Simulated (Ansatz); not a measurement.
Crystal: LiF.

```
F Li
1.0
     2.55953    0.00000    0.00000
     0.00000    2.55953    0.00000
     0.00000    0.00000    2.55953
F Li
1 1
Direct
  0.50000 0.50000 0.50000
  0.00000 0.00000 0.00000
```

Measurements of this composition are mostly on another form, of space group No. 225.

- Program: Ansatz 0.2.0
- Task: relaxation of cell and atoms
- Functional: LDA
- Potentials or basis: all-electron LAPW, scalar-relativistic
- Basis error allowed: 0.001 eV/atom
- k mesh: 10 × 10 × 10
- Occupations: gaussian, width 0.1 eV
- Spin: no spin polarisation

At the start: volume 8.38 Å³/atom.

Question: Where does the relaxation end?

Answer: Over 5 steps the energy falls by 23.2 meV/atom and the volume is 7.50 Å³/atom (-10.5 %); space group Pm-3m (No. 221, to 0.05 Å).

The path:
```csv
step,energy change (eV),largest force (eV/Å),volume (Å³)
1,0.0000,0.0000,16.77
2,-0.0281,0.0000,16.07
3,-0.0455,0.0000,14.78
4,-0.0464,0.0000,15.00
5,-0.0464,0.0000,15.00
```

Final structure:
```
F Li
1.0
     2.46625    0.00000    0.00000
     0.00000    2.46625    0.00000
     0.00000    0.00000    2.46625
F Li
1 1
Direct
  0.50000 0.50000 0.50000
  0.00000 0.00000 0.00000
```
